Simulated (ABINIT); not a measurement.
# Ti (P6_3/mmc) in ABINIT: a series of runs

Aim: see how the results for Ti move with the level of theory and the settings. Levels: PBE, LDA. Tasks: band structure.

All numbers are computed with ABINIT 10.8.3 (patched build); they aren't measurements. Logs are shortened: lines on timing, memory, paths and dates and some standing lists are left out, and cuts for length are marked. The log counts tension as positive stress, the text compression.

## Step 1: Starting point

The structure is hexagonal, space group P6_3/mmc (No. 194). Conventional cell: a = 2.950 Å, b = 2.950 Å, c = 4.680 Å, α = 90.00°, β = 90.00°, γ = 120.00°. Ti (site symmetry -6m2) is surrounded by 12 Ti at 2.89 to 2.95 Å.

## Step 2: Band structure, PBE

Input file run.abi:

```
ndtset 2

pp_dirpath "./"
pseudos "Ti.GGA_PBE-JTH.xml"

acell 3*1.0 Angstrom
rprim
     2.9500000000     0.0000000000     0.0000000000
    -1.4750000000     2.5547749412     0.0000000000
     0.0000000000     0.0000000000     4.6800000000
ntypat 1
znucl 22
natom 2
typat 1 1
xred
     0.6666666667     0.3333333333     0.7500000000
     0.3333333333     0.6666666667     0.2500000000

ecut 18.0
pawecutdg 36.0
pawxcdev 0

ixc 11

occopt 3
tsmear 0.00183747

nstep 100

iomode 3
prtwf 0
prteig 0
prtebands 0
enunit 1
prtden1 1

kptopt1 1
ngkpt1 10 10 6
nshiftk1 1
shiftk1 0.0 0.0 0.0
nband1 16
tolvrs1 1.0e-9

iscf2 -2
getden2 1
nband2 22
nbdbuf2 4
tolwfr2 1.0e-11
kptopt2 -7
ndivsm2 6
prteig2 1
kptbounds2
     0.0000000000     0.0000000000     0.0000000000
     0.5000000000     0.0000000000     0.0000000000
     0.3333333333     0.3333333333     0.0000000000
     0.0000000000     0.0000000000     0.0000000000
     0.0000000000     0.0000000000     0.5000000000
     0.5000000000     0.0000000000     0.5000000000
     0.3333333333     0.3333333333     0.5000000000
     0.0000000000     0.0000000000     0.5000000000
```

Potentials or basis: JTH PAW PBE v2.0.

Launch:

```bash
> abinit run.abi > log 2>&1
```

run.abo:

```text
.Version 10.8.3 of ABINIT
 DATASET    1 : space group P6_3/m m c (#194); Bravais hP (primitive hexag.)
================================================================================
 Values of the parameters that define the memory need for DATASET  1.
     intxc =       0    ionmov =       0      iscf =      17    lmnmax =      18
     lnmax =       6     mgfft =      36  mpssoang =       3    mqgrid =    3001
     natom =       2  nloc_mem =       2    nspden =       1   nspinor =       1
    nsppol =       1      nsym =      24    n1xccc =       1    ntypat =       1
    occopt =       3   xclevel =       2
       mpw =         884          nfft =       20736          nkpt =          56
 PAW method is used; the additional fine FFT grid is defined by:
   mgfftf=        48    nfftf =     49152
================================================================================
================================================================================

 DATASET    2 : space group P6_3/m m c (#194); Bravais hP (primitive hexag.)
================================================================================
 Values of the parameters that define the memory need for DATASET  2.
     intxc =       0    ionmov =       0      iscf =      -2    lmnmax =      18
     lnmax =       6     mgfft =      36  mpssoang =       3    mqgrid =    3001
     natom =       2  nloc_mem =       2    nspden =       1   nspinor =       1
    nsppol =       1      nsym =      24    n1xccc =       1    ntypat =       1
    occopt =       3   xclevel =       2
       mpw =         887          nfft =       20736          nkpt =          67
 PAW method is used; the additional fine FFT grid is defined by:
   mgfftf=        48    nfftf =     49152
================================================================================
================================================================================

--------------------------------------------------------------------------------
------------- Echo of variables that govern the present computation ------------
--------------------------------------------------------------------------------
 -outvars: echo values of preprocessed input variables --------
            acell      1.8897261259E+00  1.8897261259E+00  1.8897261259E+00 Bohr
              amu      4.78800000E+01
             ecut      1.80000000E+01 Hartree
           enunit           1
           getden1          0
           getden2          1
             iscf1         17
             iscf2         -2
                       outvar_i_n : Printing only first  50 k-points.
              ixc          11
           jdtset        1    2
                       outvar_i_n : Printing only first  50 k-points.
           kptopt1          1
           kptopt2         -7
         kptrlatt       10    0    0      0   10    0      0    0    6
          kptrlen1     5.30635096E+01
          kptrlen2     3.00000000E+01
            natom           2
            nband1         16
            nband2         22
           nbdbuf1          0
           nbdbuf2          4
           ndtset           2
           ndivsm1          0
           ndivsm2          6
            ngfft          24      24      36
          ngfftdg          32      32      48
             nkpt1         56
             nkpt2         67
            nstep         100
             nsym          24
           ntypat           1
                       prtocc : prtvol=0, do not print more k-points.
           occopt           3
        pawecutdg      3.60000000E+01 Hartree
         pawxcdev           0
        prtebands           0
           prteig1          0
           prteig2          1
            prtwf           0
            rprim      2.9500000000E+00  0.0000000000E+00  0.0000000000E+00
                      -1.4750000000E+00  2.5547749412E+00  0.0000000000E+00
                       0.0000000000E+00  0.0000000000E+00  4.6800000000E+00
           shiftk1     0.00000000E+00  0.00000000E+00  0.00000000E+00
           shiftk2     5.00000000E-01  5.00000000E-01  5.00000000E-01
          spgroup         194
           tolvrs1     1.00000000E-09
           tolvrs2     0.00000000E+00
           tolwfr1     0.00000000E+00
           tolwfr2     1.00000000E-11
           tsmear      1.83747000E-03 Hartree
            typat      1  1
           useylm           1
                       outvars : Printing only first  50 k-points.
           xangst      1.4750000000E+00  8.5159164707E-01  3.5100000000E+00
                       9.5680578601E-18  1.7031832941E+00  1.1700000000E+00
            xcart      2.7873460357E+00  1.6092749841E+00  6.6329387019E+00
                       1.8081008912E-17  3.2185499681E+00  2.2109795673E+00
[... 209 lines left out ...]
 mkfilename : getden/=0, take file _DEN from output of DATASET   1.

 Exchange-correlation functional for the present dataset will be:
  GGA: Perdew-Burke-Ernzerhof functional - ixc=11
  J.P.Perdew, K.Burke, M.Ernzerhof, PRL 77, 3865 (1996)

 Real(R)+Recip(G) space primitive vectors, cartesian coordinates (Bohr,Bohr^-1):
 R(1)=  5.5746921  0.0000000  0.0000000  G(1)=  0.1793821  0.1035663  0.0000000
 R(2)= -2.7873460  4.8278250  0.0000000  G(2)=  0.0000000  0.2071326  0.0000000
 R(3)=  0.0000000  0.0000000  8.8439183  G(3)=  0.0000000  0.0000000  0.1130721
 Unit cell volume ucvol=  2.3802201E+02 bohr^3
 Angles (23,13,12)=  9.00000000E+01  9.00000000E+01  1.20000000E+02 degrees

 Coarse grid specifications (used for wave-functions):

 getcut: wavevector=  0.0000  0.0000  0.0000  ngfft=  24  24  36
         ecut(hartree)=     18.000   => boxcut(ratio)=   2.13136

 Fine grid specifications (used for densities):

 getcut: wavevector=  0.0000  0.0000  0.0000  ngfft=  32  32  48
         ecut(hartree)=     36.000   => boxcut(ratio)=   2.00946
--------------------------------------------------------------------------------

================================================================================
 Non-SCF case, kpt    1 (  0.00000  0.00000  0.00000), residuals and eigenvalues=
  8.98E-12  5.91E-12  1.98E-12  5.72E-12  2.64E-12  7.94E-12  7.02E-12  4.13E-12
  1.56E-13  8.82E-13  2.66E-12  4.80E-12  2.04E-12  2.20E-12  7.19E-12  8.42E-12
  8.82E-13  3.09E-12  5.02E-12  1.32E-12  5.82E-13  1.51E-06
 -1.8115E+00 -1.8068E+00 -9.5102E-01 -9.2838E-01 -9.2838E-01 -9.2623E-01
 -9.2486E-01 -9.2486E-01  5.1241E-02  1.8008E-01  3.0417E-01  3.0594E-01
  3.0594E-01  3.0952E-01  3.2382E-01  3.2382E-01  3.3682E-01  3.3682E-01
  3.9179E-01  3.9179E-01  5.7610E-01  8.1146E-01
 Non-SCF case, kpt    2 (  0.04545  0.00000  0.00000), residuals and eigenvalues=
  4.35E-12  3.30E-12  1.67E-12  7.86E-12  1.86E-12  1.92E-12  1.64E-12  2.57E-12
  2.01E-12  3.33E-13  3.14E-12  8.90E-12  8.21E-12  2.77E-12  5.17E-13  4.43E-12
[... 511 lines left out ...]
  8.15E-13  3.63E-12  2.89E-12  3.31E-12  7.27E-13  5.39E-12  7.75E-13  9.62E-12
  1.21E-12  2.00E-12  4.94E-12  3.47E-12  1.07E-07  1.08E-06
 -1.8091E+00 -1.8091E+00 -9.3892E-01 -9.3892E-01 -9.2686E-01 -9.2686E-01
 -9.2670E-01 -9.2670E-01  1.2046E-01  1.2046E-01  2.7916E-01  2.7916E-01
  3.0234E-01  3.0234E-01  3.0371E-01  3.0371E-01  3.7880E-01  3.7880E-01
  3.7949E-01  3.7949E-01  7.5498E-01  7.5498E-01
 Non-SCF case, kpt   67 (  0.00000  0.00000  0.50000), residuals and eigenvalues=
  4.82E-12  9.06E-12  3.85E-12  9.08E-12  2.32E-12  7.43E-12  4.59E-12  5.19E-12
  5.38E-13  4.04E-12  5.22E-13  2.89E-12  2.94E-12  7.72E-12  2.36E-13  2.55E-12
  1.46E-12  1.96E-12  1.82E-12  4.95E-12  1.31E-07  3.64E-07
 -1.8091E+00 -1.8091E+00 -9.3888E-01 -9.3888E-01 -9.2662E-01 -9.2662E-01
 -9.2662E-01 -9.2662E-01  1.1872E-01  1.1872E-01  2.8053E-01  2.8053E-01
  3.0260E-01  3.0260E-01  3.0260E-01  3.0260E-01  3.7900E-01  3.7900E-01
  3.7900E-01  3.7900E-01  7.5390E-01  7.5390E-01

--- !ResultsGS
iteration_state: {dtset: 2, }
comment   : Summary of ground state results
lattice_vectors:
- [  5.5746921,   0.0000000,   0.0000000, ]
- [ -2.7873460,   4.8278250,   0.0000000, ]
- [  0.0000000,   0.0000000,   8.8439183, ]
lattice_lengths: [   5.57469,    5.57469,    8.84392, ]
lattice_angles: [ 90.000,  90.000, 120.000, ] # degrees, (23, 13, 12)
lattice_volume:   2.3802201E+02
convergence: {deltae:  0.000E+00, res2:  0.000E+00, residm:  1.000E-11, diffor:  0.000E+00, }
etotal    :  -1.17300265E+02
entropy   :   0.00000000E+00
fermie    :   2.77342601E-01
cartesian_stress_tensor: null
pressure_GPa: null
xred      :
- [  6.6667E-01,   3.3333E-01,   7.5000E-01, Ti]
- [  3.3333E-01,   6.6667E-01,   2.5000E-01, Ti]
cartesian_forces: null
force_length_stats: {min: null, max: null, mean: null, }
...

 Integrated electronic density in atomic spheres:
 ------------------------------------------------
 Atom  Sphere_radius  Integrated_density
    1        2.30803         10.14652125
    2        2.30803         10.14652125

================================================================================

 ----iterations are completed or convergence reached----

 Mean square residual over all n,k,spin=   40.736E-13; max=  99.999E-13
 reduced coordinates (array xred) for    2 atoms
       0.666666666667      0.333333333333      0.750000000000
       0.333333333333      0.666666666667      0.250000000000

 cartesian coordinates (angstrom) at end:
    1      1.47500000000000     0.85159164706667     3.51000000000000
    2      0.00000000000000     1.70318329413333     1.17000000000000
 length scales=  1.889726125908  1.889726125908  1.889726125908 bohr
              =  1.000000000000  1.000000000000  1.000000000000 angstroms
 Eigenvalues (   eV  ) for nkpt=  67  k points:
 kpt#   1, nband= 22, wtk=  1.00000, kpt=  0.0000  0.0000  0.0000 (reduced coord)
 -49.29335  -49.16445  -25.87861  -25.26252  -25.26252  -25.20396  -25.16665  -25.16665
   1.39435    4.90021    8.27693    8.32507    8.32507    8.42239    8.81158    8.81158
   9.16545    9.16545   10.66118   10.66118   15.67657   22.08103
 kpt#   2, nband= 22, wtk=  1.00000, kpt=  0.0455  0.0000  0.0000 (reduced coord)
 -49.29140  -49.16366  -25.87427  -25.27153  -25.26555  -25.20579  -25.17608  -25.16783
   1.45212    4.94632    8.16212    8.18134    8.36553    8.54238    8.78159    8.84765
   9.12277    9.13269   10.67891   10.83729   15.67077   22.07626
 kpt#   3, nband= 22, wtk=  1.00000, kpt=  0.0909  0.0000  0.0000 (reduced coord)
 -49.28567  -49.16141  -25.86140  -25.29786  -25.27429  -25.21128  -25.20342  -25.17137
   1.62333    5.07960    7.87500    7.96577    8.48553    8.65569    8.73720    8.95420
   9.03121    9.04196   10.72588   11.27366   15.65385   21.95854
 kpt#   4, nband= 22, wtk=  1.00000, kpt=  0.1364  0.0000  0.0000 (reduced coord)
 -49.27653  -49.15795  -25.84057  -25.33952  -25.28780  -25.24598  -25.22049  -25.17719
   1.90154    5.28345    7.51466    7.71967    8.54905    8.68069    8.89149    8.91071
   8.91990    9.12624   10.78853   11.84718   15.62741   21.41625
 kpt#   5, nband= 22, wtk=  1.00000, kpt=  0.1818  0.0000  0.0000 (reduced coord)
[... 237 lines left out ...]
   3.63499    3.63499    7.37053    7.37053    8.12805    8.12805    8.49312    8.49312
  10.27409   10.27409   10.44183   10.44183   20.76125   20.76171
 kpt#  65, nband= 22, wtk=  1.00000, kpt=  0.0513  0.0513  0.5000 (reduced coord)
 -49.22412  -49.22412  -25.55296  -25.55296  -25.23867  -25.23867  -25.22276  -25.22276
   3.41591    3.41591    7.49904    7.49904    8.19570    8.19570    8.35269    8.35269
  10.29286   10.29286   10.36850   10.36850   20.62882   20.62882
 kpt#  66, nband= 22, wtk=  1.00000, kpt=  0.0256  0.0256  0.5000 (reduced coord)
 -49.22796  -49.22796  -25.54921  -25.54921  -25.22102  -25.22102  -25.21675  -25.21675
   3.27776    3.27776    7.59637    7.59637    8.22700    8.22700    8.26429    8.26429
  10.30763   10.30763   10.32635   10.32635   20.54397   20.54399
 kpt#  67, nband= 22, wtk=  1.00000, kpt=  0.0000  0.0000  0.5000 (reduced coord)
 -49.22927  -49.22927  -25.54813  -25.54813  -25.21472  -25.21472  -25.21472  -25.21472
   3.23060    3.23060    7.63359    7.63359    8.23427    8.23427    8.23427    8.23427
  10.31298   10.31298   10.31298   10.31298   20.51474   20.51474

== END DATASET(S) ==============================================================
================================================================================

 -outvars: echo values of variables after computation  --------
            acell      1.8897261259E+00  1.8897261259E+00  1.8897261259E+00 Bohr
           etotal1    -1.1730026536E+02
            fcart1     1.4490371066E-28  1.9520712483E-28 -0.0000000000E+00
                      -1.4490371066E-28 -1.9520712483E-28 -0.0000000000E+00
            rprim      2.9500000000E+00  0.0000000000E+00  0.0000000000E+00
                      -1.4750000000E+00  2.5547749412E+00  0.0000000000E+00
                       0.0000000000E+00  0.0000000000E+00  4.6800000000E+00
           strten1     4.0731476623E-05  4.0731476015E-05  5.4416990053E-05
                       0.0000000000E+00  0.0000000000E+00  0.0000000000E+00
           xangst      1.4750000000E+00  8.5159164707E-01  3.5100000000E+00
                       9.5680578601E-18  1.7031832941E+00  1.1700000000E+00
             xred      6.6666666667E-01  3.3333333333E-01  7.5000000000E-01
                       3.3333333333E-01  6.6666666667E-01  2.5000000000E-01
 Calculation completed.
```

It took 46 s on 1 thread of Arm Neoverse V1, shared host; peak memory 0.12 GiB.

What came out:

```yaml
Free_energy: -3191.9028 eV
Pressure: -1.3 GPa
Band_gap_on_the_k_mesh: none (metal or under the smearing width)
Valence_electrons_inside_the_program's_atomic_spheres: Ti 10.15 (radii [1.2214] Å)
```

Levels at the corners of the path, in eV from the Fermi level:
```tsv
point	band 8	band 9	band 10	band 11	band 12	band 13	band 14	band 15	band 16	band 17
Γ	-32.71	-6.15	-2.65	0.73	0.78	0.78	0.88	1.26	1.26	1.62
M	-32.78	-2.31	-2.11	-1.80	-0.62	0.50	0.62	1.16	3.30	3.52
K	-32.96	-1.64	-1.36	-1.36	-1.27	0.24	0.24	1.48	3.02	3.02
Γ	-32.71	-6.15	-2.65	0.73	0.78	0.78	0.88	1.26	1.26	1.62
A	-32.76	-4.32	-4.32	0.09	0.09	0.69	0.69	0.69	0.69	2.77
L	-32.86	-2.50	-2.50	-0.79	-0.79	1.30	1.30	1.72	1.72	3.44
H	-32.84	-1.21	-1.21	-1.05	-1.05	-0.21	-0.21	1.66	1.66	3.11
A	-32.76	-4.32	-4.32	0.09	0.09	0.69	0.69	0.69	0.69	2.77
```

## Step 3: Band structure, LDA

Changes to run.abi since step 2:

```diff
@@ -20,5 +20,4 @@
 pawecutdg 36.0
-pawxcdev 0
 
-ixc 11
+ixc 7
```

Potentials or basis: JTH PAW PBE v2.0.

Launch:

```bash
> abinit run.abi > log 2>&1
```

It took 45 s on 1 thread of Arm Neoverse V1, shared host; peak memory 0.1 GiB.

Results (log left out):

```yaml
Free_energy: -3194.8670 eV
Pressure: -9.5 GPa
Band_gap_on_the_k_mesh: none (metal or under the smearing width)
Valence_electrons_inside_the_program's_atomic_spheres: Ti 10.17 (radii [1.2214] Å)
```

Stress tensor (GPa, compression positive):
```
-9.27  0.00  0.00
 0.00 -9.27  0.00
 0.00  0.00 -9.98
```

Levels at the corners of the path, in eV from the Fermi level:
```csv
point,band 9,band 10,band 11,band 12,band 13,band 14,band 15,band 16
Γ,-6.08,-2.64,0.75,0.75,0.84,0.85,1.23,1.23
M,-2.29,-2.11,-1.81,-0.55,0.45,0.61,1.15,3.28
K,-1.65,-1.33,-1.33,-1.23,0.21,0.21,1.46,3.01
Γ,-6.08,-2.64,0.75,0.75,0.84,0.85,1.23,1.23
A,-4.25,-4.25,0.09,0.09,0.65,0.65,0.65,0.65
L,-2.49,-2.49,-0.80,-0.80,1.37,1.37,1.68,1.68
H,-1.19,-1.19,-1.07,-1.07,-0.18,-0.18,1.63,1.63
A,-4.25,-4.25,0.09,0.09,0.65,0.65,0.65,0.65
```

Caveat: the PAW data sets were made with another functional, which shifts forces and pressure a little.
